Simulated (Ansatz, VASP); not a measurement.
# HgTe in two plane-wave programs

Wanted: the spread between two codes on one cell, functional and k mesh. The cell is generated by rule, not measured, and may not be a known phase. The cell is taken from a series of runs on this material, whose earlier steps may have relaxed, scaled, displaced or heated it; both programs get it as it stands.

Calculated with Ansatz 0.2.0; plane waves, with VASP 6.6.1 beside it; relaxation of cell and atoms at PBE.

The structure was built from a prototype and need not be the compound's stable phase.

## 1. The structure

Symmetry: P6_3/mmc, No. 194, hexagonal system. Conventional cell: a = 4.271 Å, b = 4.271 Å, c = 7.449 Å, α = 90.00°, β = 90.00°, γ = 120.00°. Nearest to Hg lie 6 Te at 3.09 Å. Te has 6 Hg at 3.09 Å nearest. Farther neighbours and most contacts between anions are not listed.

## 2. Ansatz: relaxation of cell and atoms, PBE

Ansatz runs on its default PAW (the set named soft_2) files.

The relaxed volume is the usual yardstick between codes: in a stiff, nearly cubic crystal its relative difference is about their pressure difference at one cell divided by the bulk modulus.

input.yaml reads:

```yaml
crystal:
  lattice:
    - [4.2707769974, 2.7824e-06, 0.0]
    - [-2.1353909084, 3.6985999824, 0.0]
    - [0.0, 0.0, 7.4494862539]
  atoms:
    - { symbol: Hg, position: [0.0, 0.0, 0.0] }
    - { symbol: Hg, position: [0.0, 0.0, 0.5] }
    - { symbol: Te, position: [0.3333333333, 0.6666666667, 0.25] }
    - { symbol: Te, position: [0.6666666667, 0.3333333333, 0.75] }
kpoints:
  mp_grid: { grid: [10, 10, 6] }
hamiltonian:
  xc: pbe
scf:
  occupations: { method: methfessel_paxton, width: 0.15 }
output:
  forces: true
  stress: true
  eigenvalues: true
  write_density: true
  write_potential: true
  elf: true
  volumetric_format: npy
relax:
  adjacent_minimum: "off"
  f_tol: 0.001
  max_steps: 60
  cell: { stress_tol: 0.01 }
```

Command:

```console
$ ansatz run input.yaml --threads 4 --pin off --max-ram 7168MiB --backend cpu --events-out ev --progress --plain --runs-dir out
```

Numbers of over 12 decimals in the logs are rounded to 6 here.

Log:

```text
Engine: ansatz 0.2.0, x86_64-unknown-linux-gnu
Pseudopotentials: kind: paw
Pseudopotential: Hg, paw, valence charge 20, recommended cutoff 420 eV (normal), Hg.paw.azcp
Pseudopotential: Te, paw, valence charge 16, recommended cutoff 420 eV (normal), Te.paw.azcp
Functional definition: PBE
  parameter kappa = 0.804
  parameter beta = 0.066725
  exchange = pbe_x(kappa = kappa, mu = beta*pi^2/3)
  correlation = pbe_c(beta = beta)
Crystal: 4 atoms, lattice volume = 117.671 Å³
Basis set: ecut = 420 eV, 2299 PW (Γ), exchange–correlation on 60×60×100 points (8 copies of the dense FFT grid, shifted against one another)
Bands: 44, of which v1, the nominal top of the filled ones, is band 36 counted from 1 (35 counted from 0)
Symmetry: 24 space group operations
Space group: P63/mmc (ITA 194), of the structure as read, at distance tolerance 4.9e-5 Å
k-points: 56 of 600
Non-local potential: Hg, projectors of the file, l = 0: 3, l = 1: 2, l = 2: 2, l = 3: 1
Non-local potential: Te, projectors of the file, l = 0: 2, l = 1: 2, l = 2: 2, l = 3: 2
PAW form: soft (Blöchl's): semilocal exchange-correlation on the pseudo side does not see the compensation charge
PAW one-centre angular grid: Hg, 590 points (default); XC on 64 Gauss nodes
PAW one-centre angular grid: Te, 590 points (default); XC on 64 Gauss nodes
Initial density: superposition of atomic densities (neutral atoms: chi_scale 0, normalization atom), corrected by the library's trained network
Initial wavefunctions: pseudopotential atomic-orbital guess
Functional: x = pbe(κ = 0.804, μ = 0.219515), c = pbe(β = 0.066725)
SCF iter   1: F=—  HF=-41586.689342 eV  |F-HF|=—  |Δ(HF+E_count)|=         —  Δρ=1.42e-3  dr2=2.71e-3  ethr=1.77e-3  ⟨swp⟩=7.6  Hψ=9724  notcnv=0  defer=13
preconditioner: auto → LDOS  [metal: Δε(μ)=0.037 eV  Ē_g=10.256 eV  σ=0.150 eV  W_gap=0.21  n_scr=34 (ndim 8)  ℏωp=20.5 eV  f_vac=0.044  D(μ)=1.74/eV (n_scr^D=2)  β→1.0]
SCF iter   2: F=—  HF=-41586.689890 eV  |F-HF|=—  |Δ(HF+E_count)|=   5.48e-4  S|Δr|=    0.00e0  Δρ=5.27e-4  dr2=2.37e-4  ethr=3.77e-6  ⟨swp⟩=3.6  Hψ=5999  notcnv=0  defer=13
SCF iter   3: F=—  HF=-41586.689896 eV  |F-HF|=—  |Δ(HF+E_count)|=   6.13e-6  S|Δr|=    0.00e0  Δρ=1.65e-4  dr2=3.31e-5  ethr=3.29e-7  ⟨swp⟩=2.0  Hψ=4234  notcnv=0  defer=13
SCF iter   4: F=—  HF=-41586.689908 eV  |F-HF|=—  |Δ(HF+E_count)|=   1.23e-5  S|Δr|=    0.00e0  Δρ=6.83e-5  dr2=5.03e-6  ethr=4.60e-8  ⟨swp⟩=2.0  Hψ=4233  notcnv=0  defer=13
SCF iter   5: F=—  HF=-41586.689907 eV  |F-HF|=—  |Δ(HF+E_count)|=   1.40e-6  S|Δr|=    0.00e0  Δρ=1.33e-5  dr2=1.91e-7  ethr=6.99e-9  ⟨swp⟩=2.0  Hψ=3279  notcnv=0  defer=13
SCF iter   6: F=-41586.689907 eV  HF=-41586.689907 eV  |F-HF|=1.18e-9  |Δ(HF+E_count)|=   3.88e-8  S|Δr|=    0.00e0  Δρ=3.07e-6  dr2=8.33e-9  ethr=1.39e-10  ⟨swp⟩=13.9  Hψ=17367  notcnv=0
SCF 1 converged in 6 iterations: F = -41586.689907 eV  dr2 = 8.33e-9
  greatest PAW one-centre occupation: 1.000 electrons in one spin orbital (limit 2), on the Hg atom at site 1 (counted from 0), in its partial waves of l = 0
relax step   1: F+E_penalty+E_count = -41586.68990685 eV  Δ(F+E_penalty+E_count) = +0.000e0 eV  max|allowed force component| = 1.012e-18 eV/Å  Δτ_max = 0.0000 Å  P = -0.007 GPa  Ω = 117.671 Å³  (6 SCF iters, dr2 threshold 1.00e-7 eV, accepted)
[...]
relax step   2: F+E_penalty+E_count = -41586.69002041 eV  Δ(F+E_penalty+E_count) = -1.136e-4 eV  max|allowed force component| = 3.903e-18 eV/Å  Δτ_max = 0.0000 Å  P = +0.005 GPa  Ω = 117.608 Å³  energy of the carried Pulay correction = +1.328e-5 eV  (4 SCF iters, dr2 threshold 1.32e-8 eV, accepted)
[...]
relax step   3: F+E_penalty+E_count = -41586.69002919 eV  Δ(F+E_penalty+E_count) = -8.782e-6 eV  max|allowed force component| = 7.083e-18 eV/Å  Δτ_max = 0.0000 Å  P = -0.003 GPa  Ω = 117.614 Å³  energy of the carried Pulay correction = +1.168e-5 eV  (4 SCF iters, dr2 threshold 2.26e-9 eV, accepted)
[...]
relax step   4: F+E_penalty+E_count = -41586.69001600 eV  Δ(F+E_penalty+E_count) = +1.319e-5 eV  max|allowed force component| = 5.927e-18 eV/Å  Δτ_max = 0.0000 Å  P = -0.003 GPa  Ω = 117.614 Å³  stress off target by 4.26e-3 GPa  SCF on the basis re-selected at this cell (its energy is not comparable with the rows above)  (5 SCF iters)
basis re-selected at this cell: Δ(F+E_penalty+E_count) = +1.319e-5 eV, ΔP = +0.000 GPa vs the last step (what re-selecting the basis moved, of the pressure what is left beyond the Pulay correction that the steps carried, after the strain that the cell walked since its last selection, with what the two solves' SCF thresholds leave and, on support functions, any second-order correction that the steps lacked; it is no m [...]
SCF converged after 5 iterations
Stability not checked: this state was not tested for a lower state beside it, because cold or Methfessel-Paxton smearing, or corrected tetrahedra, fill the levels in a way that the test cannot read (fill_not_monotonic; see scf.lower_state_search)
Free energy (F): -41586.690016 eV
Harris-Foulkes:  -41586.690016 eV  (|F-HF|=2.18e-11)
Internal energy: -41586.689625 eV  (E = F + TS)
E sigma→0 (E₀):  -41586.689918 eV
Entropy (-TS):   -0.000391 eV (-0.098 meV/atom)
Fermi energy:    10.472399 eV
--- Per-component energies (eV) ---
  E_band       = -1393.606795
  E_kinetic    = 1566.163101
  E_local      = -8228.903266  (includes V_loc(G=0)·N_el)
  E_nonlocal   = -475.233897
  E_hartree    = 4058.983532
  E_xc         = -688.192267
  E_vxc        = -731.220737  (∫ρ·V_xc dr)
  E_paw        = -29213.379382  (= ΣΔE_a)
  E_vpaw       = -1642.380375  (= ΣTr[D̂ρ^β])
  E_aug_tail   = 0.001389  (compensation charges beyond the density's cutoff)
  E_ewald      = -8606.128835
  E_smearing   = -0.000391  (= −TS)
  E_closure    = 0.000000  (closes the sum)
  Σ components = -41586.690016   (vs F -41586.690016, Δ=0.00e0)
--- Forces (eV/Å), atoms counted from 1 ---
  atom   1  Hg     0.00000000    -0.00000000     0.00000000
  atom   2  Hg     0.00000000     0.00000000     0.00000000
  atom   3  Te     0.00000000     0.00000000     0.00000000
  atom   4  Te    -0.00000000    -0.00000000     0.00000000
  max |Σ_I F_I| component: 1.73e-18 eV/Å
--- Stress (GPa, compression-positive) ---
       -0.002587      -0.000000       0.000000
       -0.000000      -0.002587       0.000000
        0.000000       0.000000      -0.004263
  P = ⅓ Tr σ = -0.0031 GPa (-0.031 kbar)
--- Band table (eV; the first three rows and the last of 56) ---
  k-point 0: bands = [... 32 lower, 9.4647, 9.9701, 9.9701, 10.8690, 10.8690, 13.3596, 14.8920, 15.6485, ... 4 higher]
  k-point 1: bands = [... 32 lower, 10.0331, 10.0331, 10.4190, 10.8121, 10.8121, 13.2736, 14.8987, 15.6707, ... 4 higher]
  k-point 2: bands = [... 32 lower, 10.2035, 10.2035, 10.6537, 10.6537, 11.4337, 12.9350, 15.0571, 15.7520, ... 4 higher]
  k-point 55: bands = [... 32 lower, 7.4342, 7.4342, 10.1438, 10.1438, 11.4164, 11.4164, 13.6581, 13.6581, ... 4 higher]
--- Relaxed structure (3 steps of the walk, 3 accepted, 1 SCFs on fresh bases) ---
  F+E_penalty+E_count = -41586.69001600 eV   max|allowed force component| = 5.927e-18 eV/Å   (the final SCF, on the basis selected at the relaxed cell)
  cell:  # Å, volume = 117.6142 Å³
    - [4.264719, 2.778493812956342e-6, 0.0]
    - [-2.132362, 3.693353, 0.0]
    - [0.0, 0.0, 7.467036]
  atoms:
    - { symbol: Hg, position: [0, 0, 0] }
    - { symbol: Hg, position: [0, 0, 0.500000] }
    - { symbol: Te, position: [0.333333, 0.666667, 0.250000] }
    - { symbol: Te, position: [0.666667, 0.333333, 0.75] }
```

Reading the cycles: dr2 is the Hartree energy of the density residual (eV), the measure of convergence; HF is the Harris–Foulkes estimate of the energy, which meets the free energy F at convergence.

## 3. VASP: relaxation of cell and atoms, PBE

The same cell, functional, mesh and smearing now go to VASP, with its own data sets.

Lines of VASP's logs that name or quote its potential files are left out, and so is its time.

INCAR reads:

```
SYSTEM = HgTe
PREC = Accurate
ENCUT = 500
EDIFF = 1E-07
NELM = 120
ISMEAR = 1
SIGMA = 0.15
LREAL = .FALSE.
ALGO = Normal
GGA = PE
NBANDS = 24
LORBIT = 11
LWAVE = .FALSE.
LCHARG = .FALSE.
ISIF = 3
IBRION = 2
NSW = 80
EDIFFG = -0.005
LASPH = .TRUE.
GGA_COMPAT = .FALSE.
NELMIN = 4
KPAR = 2
```

POSCAR reads:

```
HgTe
1.0
    4.2707770000      0.0000030000      0.0000000000
   -2.1353910000      3.6986000000      0.0000000000
    0.0000000000      0.0000000000      7.4494860000
Hg Te
2 2
Direct
    0.0000000000      0.0000000000      0.0000000000
    0.0000000000      0.0000000000      0.5000000000
    0.3333332102      0.6666665765      0.2500000671
    0.6666667898      0.3333334235      0.7500000671
```

KPOINTS reads:

```
Automatic mesh
0
Gamma
10 10 6
0 0 0
```

PAW data sets: Hg and Te (PBE family, release 64).

Command:

```console
$ mpirun -np 2 vasp_std
```

Log:

```text
[banner, memory and clock lines left out]
running    2 mpi-ranks, on    1 nodes
 distrk:  each k-point on    1 cores,    2 groups
 distr:  one band on    1 cores,    1 groups

 POSCAR found type information on POSCAR HgTe
 POSCAR found :  2 types and       4 ions
 LDA part: xc-table for (Slater+PW92), standard interpolation
 POSCAR, INCAR and KPOINTS ok, starting setup
 FFT: planning ... GRIDC
 FFT: planning ... GRID_SOFT
 FFT: planning ... GRID
 WAVECAR not read
 entering main loop
       N       E                     dE             d eps       ncg     rms          rms(c)
DAV:   1     0.229929092103E+03    0.22993E+03   -0.15956E+04  2688   0.129E+03
DAV:   2     0.345775965684E+01   -0.22647E+03   -0.21846E+03  3088   0.298E+02
DAV:   3    -0.675549530280E+01   -0.10213E+02   -0.10127E+02  3272   0.640E+01
DAV:   4    -0.686069258639E+01   -0.10520E+00   -0.10517E+00  3272   0.589E+00
DAV:   5    -0.686207318486E+01   -0.13806E-02   -0.13806E-02  3360   0.629E-01    0.946E+00
DAV:   6    -0.648886037220E+01    0.37321E+00   -0.10157E+00  2912   0.102E+01    0.741E+00
DAV:   7    -0.649015744464E+01   -0.12971E-02   -0.24121E-01  3032   0.263E+00    0.234E+00
DAV:   8    -0.648741368559E+01    0.27438E-02   -0.25294E-02  2928   0.151E+00    0.567E-01
DAV:   9    -0.648741903936E+01   -0.53538E-05   -0.31517E-03  3176   0.514E-01    0.748E-02
DAV:  10    -0.648741917336E+01   -0.13400E-06   -0.19666E-04  3136   0.146E-01    0.319E-02
DAV:  11    -0.648743575810E+01   -0.16585E-04   -0.70512E-05  2928   0.688E-02    0.371E-02
DAV:  12    -0.648743217419E+01    0.35839E-05   -0.43496E-05  2920   0.634E-02    0.597E-03
DAV:  13    -0.648743061723E+01    0.15570E-05   -0.42299E-06  2920   0.193E-02    0.117E-02
DAV:  14    -0.648743065333E+01   -0.36098E-07   -0.44832E-07  2800   0.392E-03
   1 F= -.64874307E+01 E0= -.64872690E+01  d E =-.648743E+01
[...]
2 F= -.64875690E+01 E0= -.64874274E+01  d E =-.138356E-03
[...]
3 F= -.64875690E+01 E0= -.64874273E+01  d E =-.138377E-03
[...]
4 F= -.64876070E+01 E0= -.64874842E+01  d E =-.379727E-04
 trial-energy change:   -0.000038  1 .order   -0.000038   -0.000046   -0.000029
 step:   2.7122(harm=  2.7122)  dis= 0.00000  next Energy=    -6.487632 (dE=-0.628E-04)
 bond charge predicted
       N       E                     dE             d eps       ncg     rms          rms(c)
DAV:   1    -0.648795669777E+01   -0.34973E-03   -0.19153E-02  2872   0.929E-01    0.112E-01
DAV:   2    -0.648771860471E+01    0.23809E-03   -0.36508E-04  2864   0.206E-01    0.508E-02
DAV:   3    -0.648764923123E+01    0.69373E-04   -0.81017E-05  3104   0.676E-02    0.309E-02
DAV:   4    -0.648763534331E+01    0.13888E-04   -0.23435E-05  3056   0.384E-02    0.757E-03
DAV:   5    -0.648763520844E+01    0.13487E-06   -0.41375E-06  2968   0.194E-02    0.670E-03
DAV:   6    -0.648763527547E+01   -0.67027E-07   -0.31909E-07  2544   0.514E-03
   5 F= -.64876353E+01 E0= -.64875454E+01  d E =-.662456E-04
 curvature:  -1.60 expect dE=-0.201E-06 dE for cont linesearch -0.402E-07
 trial: gam= 0.00012 g(F)=  0.276E-41 g(S)=  0.126E-06 ort = 0.117E-05 (trialstep = 0.134E+01)
 search vector abs. value=  0.126E-06
 reached required accuracy - stopping structural energy minimisation
```

Parts of OUTCAR (step 3):

```text
ion  position               nearest neighbor table
   1  0.000  0.000  0.000-   4 3.09   4 3.09   3 3.09   4 3.09   3 3.09   3 3.09   2 3.72   2 3.72

  LATTYP: Found a hexagonal cell.
 ALAT       =     4.2707770000
 C/A-ratio  =     1.7442929003

 Subroutine GETGRP returns: Found 24 space group operations
 (whereof 12 operations were pure point group operations)

The static configuration has the point symmetry D_3d.
 The point group associated with its full space group is D_6h.

 Found     56 irreducible k-points:

   k-points           NKPTS =     56   k-points in BZ     NKDIM =     56   number of bands    NBANDS=     24

   dimension x,y,z NGX =    32 NGY =   32 NGZ =   54
   dimension x,y,z NGXF=    64 NGYF=   64 NGZF=  108

   ENCUT  =  500.0 eV  36.75 Ry    6.06 a.u.   7.79  7.79 13.58*2*pi/ulx,y,z

   NELECT =      36.0000    total number of electrons

 k-points in reciprocal lattice and weights: Automatic mesh
   0.00000000  0.00000000  0.00000000       0.002
   0.10000000  0.00000000  0.00000000       0.010
   0.20000000  0.00000000  0.00000000       0.010
   0.30000000 -0.00000000  0.00000000       0.010
   0.40000000 -0.00000000  0.00000000       0.010
   0.50000000 -0.00000000  0.00000000       0.005
   0.10000000  0.10000000  0.00000000       0.010
   0.20000000  0.10000000  0.00000000       0.020
   0.30000000  0.10000000  0.00000000       0.020
[...]
0.40000000  0.20000000  0.50000000       0.010
   0.30000000  0.30000000  0.50000000       0.010

 average (electrostatic) potential at core
       1 -39.1234       2 -39.1234       3 -90.3526       4 -90.3526

 E-fermi :   3.9605

 k-point     1 :       0.0000    0.0000    0.0000
  band No.  band energies     occupation
    ...
     13      -1.3359      2.00000
     14       2.6240      2.00000
     15       2.9704      2.00000
     16       3.4756      2.00005
     17       3.4757      2.00005
     18       4.3538     -0.00132
     19       4.3538     -0.00132
     20       6.8586     -0.00000
     21       8.3538      0.00000
     22       9.1345      0.00000
    ...

 k-point     2 :       0.1000    0.0000    0.0000
  band No.  band energies     occupation
    ...
     13      -1.2895      2.00000
     14       1.7533      2.00000
     15       3.0674      2.00000
     16       3.3152      2.00000
     17       3.6547      2.01408
     18       4.3292     -0.00279
     19       4.3540     -0.00131
     20       7.4058      0.00000
     21       7.4089      0.00000
     22       8.8755      0.00000
    ...

 k-point     3 :       0.2000    0.0000    0.0000
  band No.  band energies     occupation
    ...
     13      -1.1172      2.00000
     14       0.6317      2.00000
     15       2.6017      2.00000
     16       2.9309      2.00000
     17       3.2686      2.00000
     18       4.2817     -0.00986
     19       5.2012     -0.00000
     20       5.9283     -0.00000
     21       7.5642      0.00000
     22       9.2301      0.00000
    ...

  Total        0.0006307      0.0006307      0.0031015      0.0000000      0.0000000      0.0000000
  in kB        0.0085719      0.0085719      0.0421512      0.0000000      0.0000000      0.0000000
  external PRESSURE =       0.0197650 kB  Pullay stress =       0.0000000 kB

  energy-cutoff  :      500.00
  volume of cell :      117.89
      direct lattice vectors                 reciprocal lattice vectors
     4.267863715  0.000002998  0.000000000     0.234309168  0.135278670  0.000000000
    -2.133934356  3.696077022 -0.000000000    -0.000000190  0.270557023  0.000000000
     0.000000000 -0.000000000  7.473476198    -0.000000000  0.000000000  0.133806541

 POSITION                                       TOTAL-FORCE (eV/Angst)
 -----------------------------------------------------------------------------------
     -0.00000      0.00000     -0.00000        -0.000000      0.000000      0.000000
      0.00000     -0.00000      3.73674        -0.000000      0.000000      0.000000
     -0.00000      2.46405      1.86837         0.000000      0.000000      0.000000
      2.13393      1.23203      5.60511        -0.000000     -0.000000      0.000000
 -----------------------------------------------------------------------------------
    total drift:                               -0.000000      0.000000     -0.000248

  FREE ENERGIE OF THE ION-ELECTRON SYSTEM (eV)
  ---------------------------------------------------
  free  energy   TOTEN  =        -6.4876352755 eV

  energy  without entropy=       -6.4873655779  energy(sigma->0) =       -6.48754538

 reached required accuracy - stopping structural energy minimisation

 total charge
# of ion       s       p       d       tot
------------------------------------------
    1        0.772   0.281   9.353  10.407
    2        0.772   0.281   9.353  10.407
    3        1.404   1.866   0.028   3.298
    4        1.404   1.866   0.028   3.298
--------------------------------------------------
tot          4.353   4.294  18.762  27.409

[... 3 further parts left out ...]
```

## 4. Comparison

Known differences besides the potentials themselves: the data sets hold 72 valence electrons in Ansatz (on its default PAW (the set named soft_2) files) and 36 in VASP; the cutoff is 420 eV in Ansatz and 500 eV in VASP; Ansatz adds a Pulay correction to the stress that steers its cell, VASP none. Total energies have different zeros and are not compared.

The two programs side by side:

```
                                         quantity  Ansatz    VASP  difference
                                      volume (Å³)  117.61  117.89     -0.23 %
edge a after relaxation, in the typed setting (Å)   4.265   4.268     -0.07 %
edge c after relaxation, in the typed setting (Å)   7.467   7.473     -0.09 %
```

## 5. Summary of results

```json
{
  "difference in volume (relaxation of cell and atoms, PBE)": "-0.23 %"
}
```

**Reading.** The difference in volume is -0.23 % (relaxation of cell and atoms, PBE), within the 1.2 % picked in this series as the mark of a large difference, as far as the stopping tolerances let one tell. The data sets hold unlike numbers of valence electrons (72 in Ansatz and 36 in VASP), so part of the differences comes from the potentials. 1 further run of this series is not shown here. How closely two codes agree says nothing of how well the functional describes the real material.

[Lines on the potential files, build, host, timing and source positions are cut from VASP's logs without a mark.]

[Logs are printed without paths, hosts, clocks, repeated set-up lines and the standing remarks that a program may print on its own settings, such as how far it seeks lower states.]

[Hosts, paths, dates, database ids (printed as entryN), source tags and the programs' standing remarks are cut or masked in the printed files.]
